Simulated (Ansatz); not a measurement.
# WSi2As4 bilayer (AB) in a perpendicular field, part 3 of 4

Wanted: the out-of-plane response of the WSi2As4 bilayer (AB). A positive field points along +c.

Ansatz 0.2.0; plane-wave DFT, PBE-D3(BJ), Ansatz PAW (the session's first sound run).

So far. Step 6 (Atoms held, field 0.5 V/Å): The dipole is 0.728 e·Å, 0.730 e·Å from its value without field, and the gap 0.277 eV. Step 7 (Single point, field -0.3 V/Å): The dipole is -0.439 e·Å, -0.437 e·Å from its value without field, and the gap 0.528 eV.

## 8. Response, atoms held

This step: plane-wave DFT, PBE-D3(BJ), Ansatz PAW; response to a field along the normal, atoms held (Ansatz 0.2.0).

The dipoles give the slope, and the difference of two potentials shows where the field is screened.

This step gave:

```
equivalent conductor thickness p/(ε₀AE) : 23.95 Å
distance between the outer atoms        : 22.96 Å
```

The dipole of the cell by applied field:

| applied field (V/Å) | dipole of the cell (e·Å) |
| --- | --- |
| -0.300 | -0.439 |
| -0.100 | -0.148 |
| 0.000 | -0.00221 |
| 0.100 | 0.143 |
| 0.500 | 0.728 |

Local field over the applied field, running mean. From the potentials at -0.1 and 0.1 V/Å; running mean over 2.5 Å. Table of local field over applied field by z:

z (Å), local field over applied field and a bar:
```
        5      0.994 ##############################
        6      0.952 #############################
        7      0.761 #######################
        8      0.413 ############
        9      0.110 ##
       10      0.054 #
       11      0.080 ##
       12      0.067 #
       13      0.044 
       14      0.032 
       15      0.043 
       16      0.065 #
       17      0.072 #
       18      0.046 
       19      0.080 ##
       20      0.194 #####
       21      0.191 #####
       22      0.076 #
       23      0.048 #
       24      0.074 #
       25      0.064 #
       26      0.042 
       27      0.032 
       28      0.045 
       29      0.070 #
       30      0.079 #
       31      0.054 #
       32      0.118 ###
       33      0.429 ############
       34      0.774 #######################
       35      0.956 #############################
       36      0.994 ##############################
```

The induced electron density oscillates, so the rows of the table below give means over windows of 1 Å about each position, cut where the curve ends. Its maxima inside the range that stand out by 2 % of the span (Å: e/Å³ per V/Å): 8.0: 0.00357, 11.1: 5.2e-4, 12.4: 7.5e-4, 14.8: 3.0e-4, 16.2: 8.9e-5, 17.8: 0.00129, 21.0: 0.00171, 24.2: 4.6e-4, 25.3: 6.8e-4, 27.7: 3.8e-4, 29.2: 1.0e-4, 30.7: 0.00148. Its minima: 10.2: -0.00148, 11.8: -9.8e-5, 13.2: -3.8e-4, 15.6: -7.2e-4, 16.8: -4.3e-4, 19.9: -0.00171, 23.2: -0.00129, 24.7: -7.6e-5, 26.2: -2.8e-4, 28.6: -7.5e-4, 29.9: -5.2e-4, 33.0: -0.00357.

Electrons, planar mean, per unit field. Table of induced electron density by z; means over each step:

| z (Å) | induced electron density (e/Å³ per V/Å) |
| --- | --- |
| 5 | 3.5e-5 |
| 6 | 2.7e-4 |
| 7 | 0.00153 |
| 8 | 0.00297 |
| 9 | 7.9e-4 |
| 10 | -7.0e-4 |
| 11 | 1.6e-4 |
| 12 | 3.1e-4 |
| 13 | -6.7e-5 |
| 14 | 3.2e-5 |
| 15 | 1.2e-5 |
| 16 | -2.6e-4 |
| 17 | -6.9e-5 |
| 18 | 5.9e-4 |
| 19 | -7.0e-4 |
| 20 | -0.00119 |
| 21 | 0.00124 |
| 22 | 6.5e-4 |
| 23 | -6.4e-4 |
| 24 | 1.3e-4 |
| 25 | 2.7e-4 |
| 26 | -3.4e-5 |
| 27 | -1.7e-5 |
| 28 | 2.6e-5 |
| 29 | -2.9e-4 |
| 30 | -1.1e-4 |
| 31 | 6.3e-4 |
| 32 | -8.3e-4 |
| 33 | -0.00302 |
| 34 | -0.00144 |
| 35 | -2.5e-4 |
| 36 | -3.4e-5 |

The smaller of the gaps on the path and on the k-mesh, counted as 0 under 0.03 eV. Table of gap by applied field:

```
applied field (V/Å)  gap (eV)
             -0.300     0.528
             -0.100     0.682
              0.000       0.7
              0.100     0.642
              0.500     0.277
```

By hand: between -0.1 and 0.1 V/Å the dipole changes by 0.2910 e·Å, a slope of 1.455 e·Å²/V. A perfect conductor of thickness t has p = ε₀AEt, so t = 180.95 × 1.455 / 10.993 = 23.95 Å (e/ε₀ = 180.95 V·Å, A in Å²).

The induced dipole is that of a conductor 23.95 Å thick.

## 9. With spin-orbit coupling, k-mesh 12×12×1

This step: plane-wave DFT, PBE, fully relativistic PAW with spin-orbit coupling (Ansatz 0.2.0).

Heavy atoms split their bands by spin-orbit coupling, so this run uses fully relativistic files and two-component states.

File input.yaml:

```yaml
crystal:
  lattice:
    - [3.5628687929, 0.0, 0.0]
    - [-1.7814343964, 3.085534885, 0.0]
    - [0.0, 0.0, 40.9561138192]
  atoms:
    - { symbol: As, position: [0.0, 0.0, 0.2197474116] }
    - { symbol: Si, position: [0.3333333333, 0.6666666667, 0.2472853569] }
    - { symbol: As, position: [0.3333333333, 0.6666666667, 0.3044979878] }
    - { symbol: W, position: [0.0, 0.0, 0.3411877792] }
    - { symbol: As, position: [0.3333333333, 0.6666666667, 0.3778949642] }
    - { symbol: Si, position: [0.3333333333, 0.6666666667, 0.435041977] }
    - { symbol: As, position: [0.0, 0.0, 0.4625788641] }
    - { symbol: As, position: [0.3333333333, 0.6666666667, 0.5374698517] }
    - { symbol: Si, position: [0.6666666667, 0.3333333333, 0.5649579448] }
    - { symbol: As, position: [0.6666666667, 0.3333333333, 0.6221206396] }
    - { symbol: W, position: [0.3333333333, 0.6666666667, 0.6588106685] }
    - { symbol: As, position: [0.6666666667, 0.3333333333, 0.695501586] }
    - { symbol: Si, position: [0.6666666667, 0.3333333333, 0.7527142561] }
    - { symbol: As, position: [0.3333333333, 0.6666666667, 0.7802525884] }
kpoints:
  mp_grid: { grid: [12, 12, 1] }
  band_path: { path: [[0, 0, 0], [0.12, 0, 0]], npoints: 24 }
hamiltonian:
  xc: pbe
  pseudopotentials: { kind: paw_fr }
magnetization:
  noncollinear: true
  spin_orbit: true
scf:
  occupations: { method: fermi_dirac, width: 0.05 }
  convergence: { dr2_threshold: 1.0e-09 }
efield:
  axis: 3
  dipole_correction: true
  ramp_position: 0.97
  ramp_width: 0.06
  amplitude: 0
output:
  write_potential: true
  write_density: true
  volumetric_format: npy
```

Launch:

```sh
$ ansatz run input.yaml --threads 4 --pin off --max-ram 12288MiB --backend cpu --events-out ev --progress --plain --runs-dir out
```

Numbers of over 12 decimals in the logs are rounded to 6 here.

Log:

```text
[...]
non-collinear run that drives no moment, with spin-orbit: no starting moment large enough to seed its density (crystal.atoms[].spin), no starting occupations that ask for one, no magnetisation constraint and no magnetic field, so the semilocal B_xc is pinned to zero
Crystal: 14 atoms, lattice volume = 450.245 Å³
Basis set: ecut = 420 eV, 8675 PW (Γ)
Bands: 198, of which v1, the nominal top of the filled ones, is band 164 counted from 1 (163 counted from 0)
Symmetry: 6 space group operations + 6 with time reversal
[...]
k-points: 19 of 144 (time reversal used)
Projection manifold: j_resolved (fully-relativistic pseudo-atomic orbitals)
[...]
SCF iter   1: F=—  HF=-62213.752029 eV  |F-HF|=—  |Δ(HF+E_count)|=         —  Δρ=3.00e-2  dr2=6.09e0  dr2_m=0.00e0 (ungated)  ethr=3.10e-3  |M|=0.00e0 ∫|m|=0.00e0 μB  |m|>n=0.0e0 m-floor=0.0e0 τ_xc=0.0e0  β_m=1.00  p=0.000 e·Å  D=4.45e-10 V/Å  ΔV_dip=-0.00 eV  dr2_dipole=8.52e-5  V_vac-E_F(+/−)=6.17/6.17 eV  ⟨swp⟩=8.2  Hψ=18681  notcnv=0  defer=66
[...]
spin=Noncollinear: LDOS preconditioning applied to the charge; magnetization (m_x, m_y, m_z) channels mix plain (no charge-response kernel on spin).
SCF iter   2: F=—  HF=-62219.195772 eV  |F-HF|=—  |Δ(HF+E_count)|=    5.44e0  Δρ=3.68e-2  dr2=1.46e2  dr2_m=0.00e0 (ungated)  ethr=3.10e-3  |M|=0.00e0 ∫|m|=0.00e0 μB  |m|>n=0.0e0 m-floor=0.0e0 τ_xc=0.0e0  β_m=0.38  p=-0.002 e·Å  D=-6.57e-4 V/Å  ΔV_dip=0.03 eV  dr2_dipole=1.02e-1  V_vac-E_F(+/−)=0.79/0.76 eV  ⟨swp⟩=5.5  Hψ=9237  notcnv=0  defer=452  recentre
[...]
SCF iter  18: F=-62212.638002 eV  HF=-62212.638002 eV  |F-HF|=1.53e-10  |Δ(HF+E_count)|=  5.60e-10  Δρ=2.04e-7  dr2=3.22e-10  dr2_m=0.00e0 (ungated)  ethr=1.00e-12  |M|=0.00e0 ∫|m|=0.00e0 μB  |m|>n=0.0e0 m-floor=0.0e0 τ_xc=0.0e0  p=-0.002 e·Å  D=-8.64e-4 V/Å  ΔV_dip=0.04 eV  dr2_dipole=2.15e-10  V_vac-E_F(+/−)=4.34/4.31 eV  ⟨swp⟩=11.0  Hψ=15219  notcnv=0
SCF 1 converged in 18 iterations: F = -62212.638002 eV  dr2 = 3.22e-10
[...]
SCF converged after 18 iterations
Magnetization: |M| = 0.0000 μB,  M = (+0.0000, +0.0000, +0.0000) μB
Absolute magnetization: 0.0000 μB (∫|m|)
  site 0: m = (+0.0000, +0.0000, +0.0000) μB, |m| = 0.0000 μB  (R = 0.97 Å)
  site 1: m = (+0.0000, +0.0000, +0.0000) μB, |m| = 0.0000 μB  (R = 0.97 Å)
  site 2: m = (+0.0000, +0.0000, +0.0000) μB, |m| = 0.0000 μB  (R = 0.97 Å)
  site 3: m = (+0.0000, +0.0000, +0.0000) μB, |m| = 0.0000 μB  (R = 1.05 Å)
  site 4: m = (+0.0000, +0.0000, +0.0000) μB, |m| = 0.0000 μB  (R = 0.97 Å)
  site 5: m = (+0.0000, +0.0000, +0.0000) μB, |m| = 0.0000 μB  (R = 0.97 Å)
  site 6: m = (+0.0000, +0.0000, +0.0000) μB, |m| = 0.0000 μB  (R = 0.97 Å)
  site 7: m = (+0.0000, +0.0000, +0.0000) μB, |m| = 0.0000 μB  (R = 0.97 Å)
  site 8: m = (+0.0000, +0.0000, +0.0000) μB, |m| = 0.0000 μB  (R = 0.97 Å)
  site 9: m = (+0.0000, +0.0000, +0.0000) μB, |m| = 0.0000 μB  (R = 0.97 Å)
  site 10: m = (+0.0000, +0.0000, +0.0000) μB, |m| = 0.0000 μB  (R = 1.05 Å)
  site 11: m = (+0.0000, +0.0000, +0.0000) μB, |m| = 0.0000 μB  (R = 0.97 Å)
  site 12: m = (+0.0000, +0.0000, +0.0000) μB, |m| = 0.0000 μB  (R = 0.97 Å)
  site 13: m = (+0.0000, +0.0000, +0.0000) μB, |m| = 0.0000 μB  (R = 0.97 Å)
Free energy (F): -62212.638002 eV
[...]
Internal energy: -62212.637777 eV  (E = F + TS)
E sigma→0 (E₀):  -62212.637889 eV
Entropy (-TS):   -0.000225 eV (-0.016 meV/atom)
Fermi energy:    5.225818 eV
Dipole field:    D = -0.000851 V/Å  (p = -0.002117 e·Å, saw-weighted, corrected)
Work function:   Φ+ = 4.3404 eV   Φ− = 4.3055 eV
[...]
--- Band table (eV; the first three rows and the last of 19) ---
  k-point 0: bands = [... 160 lower, 4.4804, 4.4804, 4.8910, 4.8910, 7.4137, 7.4137, 7.4586, 7.4586, ... 30 higher]
  k-point 1: bands = [... 160 lower, 4.4936, 4.4956, 4.8020, 4.8054, 7.1814, 7.1816, 7.2248, 7.2268, ... 30 higher]
  k-point 2: bands = [... 160 lower, 4.3484, 4.3498, 4.4976, 4.4977, 6.6065, 6.6091, 6.7288, 6.7568, ... 30 higher]
  k-point 18: bands = [... 160 lower, 4.5059, 4.5514, 4.9655, 5.0168, 5.5020, 5.5025, 5.5339, 5.5428, ... 30 higher]
```

The job ended after 13 min (4 threads of Arm Neoverse V1, shared host; peak memory 7.2 GiB; 53 min of CPU time).

Numbers from this step:

* energy at zero smearing: -62212.6379 eV
* dipole along the normal: -0.002117 e·Å
* gap along the path: 2.036 eV
* smallest direct gap along the path: 2.229 eV
* step between the vacuum levels: 0.03484 eV
* gap, the smaller of path and mesh: 0.4852 eV

The electronic bands at the labelled points (eV, zero at the Fermi level of the run, which the smearing sets inside the gap):

```
  point  band 161  band 162  band 163  band 164  band 165  band 166  band 167  band 168
      Γ     -0.75     -0.75     -0.33     -0.33      2.19      2.19      2.23      2.23
halfway     -0.72     -0.72     -0.38     -0.38      2.09      2.09      2.13      2.13
    end     -0.77     -0.77     -0.53     -0.53      1.70      1.70      1.76      1.78
```

The gap is 0.49 eV. The band edges sampled here don't span that gap, so no ionisation energy or affinity is read off.

## 10. Spin splitting near the zone centre, field 0

This step: plane-wave DFT, PBE, fully relativistic PAW with spin-orbit coupling; spin splitting near the zone centre (Ansatz 0.2.0).

Levels that meet at the zone centre are followed outwards; a split that grows in proportion to k gives the Rashba parameter as ΔE/2k.

This step gave:

```
largest split over 2k that stays linear in k : 0.1064 eV Å
```

Groups of levels that meet at the zone centre and whose split, tested at two k, grows in proportion to k or stays under 1 meV; groups that fail this test are left out. Spin splitting, by row:

```csv
level at the first point (eV from the Fermi level),states,split at k = 0.031 1/A (eV),split over 2k (eV Å)
-2.158,2,4.00e-4,0
-1.196,2,0.0065,0.1064
-0.9414,2,1.00e-4,0
-0.8836,2,1.00e-4,0
-0.8433,2,1.00e-4,0
-0.3348,2,0.0013,0.02128
2.188,2,0.0028,0.04583
2.368,2,0.0031,0.05074
2.375,2,0.0051,0.08348
```

## 11. With spin-orbit coupling, k-mesh 12×12×1, field 0.2 V/Å

This step: plane-wave DFT, PBE, fully relativistic PAW with spin-orbit coupling (Ansatz 0.2.0).

The same in a field along the normal.

Changes to input.yaml since step 9:

```diff
@@ -37,3 +37,3 @@
   ramp_width: 0.06
-  amplitude: 0
+  amplitude: 0.2
 output:
```

Log:

```text
[...]
Crystal: 14 atoms, lattice volume = 450.245 Å³
Basis set: ecut = 420 eV, 8675 PW (Γ)
Bands: 198, of which v1, the nominal top of the filled ones, is band 164 counted from 1 (163 counted from 0)
Symmetry: 6 space group operations + 6 with time reversal
[...]
k-points: 19 of 144 (time reversal used)
[...]
k-point 0: bands = [... 160 lower, 4.5003, 4.5003, 4.9108, 4.9108, 7.3156, 7.3156, 7.3790, 7.3790, ... 30 higher]
  k-point 1: bands = [... 160 lower, 4.4635, 4.4845, 4.8293, 4.8335, 7.0773, 7.0812, 7.1862, 7.1882, ... 30 higher]
  k-point 2: bands = [... 160 lower, 4.2954, 4.3028, 4.5490, 4.5521, 6.5529, 6.5737, 6.6424, 6.6598, ... 30 higher]
  k-point 18: bands = [... 160 lower, 4.4119, 4.6423, 4.8721, 5.1080, 5.4092, 5.4098, 5.6229, 5.6325, ... 30 higher]
[key lines of the parts left out:]
SCF converged after 21 iterations
Magnetization: |M| = 0.0000 μB,  M = (+0.0000, +0.0000, +0.0000) μB
Free energy (F): -62212.666775 eV
Fermi energy:    5.225218 eV
Dipole field:    D = 0.116623 V/Å  (p = 0.290183 e·Å, saw-weighted, corrected)
```

Run time: 14 min. Hardware: 4 threads; peak memory 7.2 GiB.

This step gave:

```
energy at zero smearing            : -62212.6665 eV
dipole along the normal            : 0.2902 e·Å
gap along the path                 : 1.929 eV
smallest direct gap along the path : 2.108 eV
gap, the smaller of path and mesh  : 0.3012 eV
```

The dipole is 0.290 e·Å, and the gap 0.301 eV.

## 12. Spin splitting near the zone centre, field 0.2 V/Å

This step: plane-wave DFT, PBE, fully relativistic PAW with spin-orbit coupling; spin splitting near the zone centre (Ansatz 0.2.0).

This step gave:

| Property | Result |
| --- | --- |
| largest split over 2k that stays linear in k | 0.2472 eV Å |

[end of part 3 of 4]

[Logs are printed without paths, hosts, clocks, repeated set-up lines and the standing remarks that a program may print on its own settings, such as how far it seeks lower states.]

[Hosts, paths, dates, database ids (printed as entryN), source tags and the programs' standing remarks are cut or masked in the printed files.]

[Maps of the electrostatic potential energy from Ansatz leave out the sawtooth potential of an applied field or a dipole correction, so their vacuum need not be flat; planar profiles and work functions include it.]
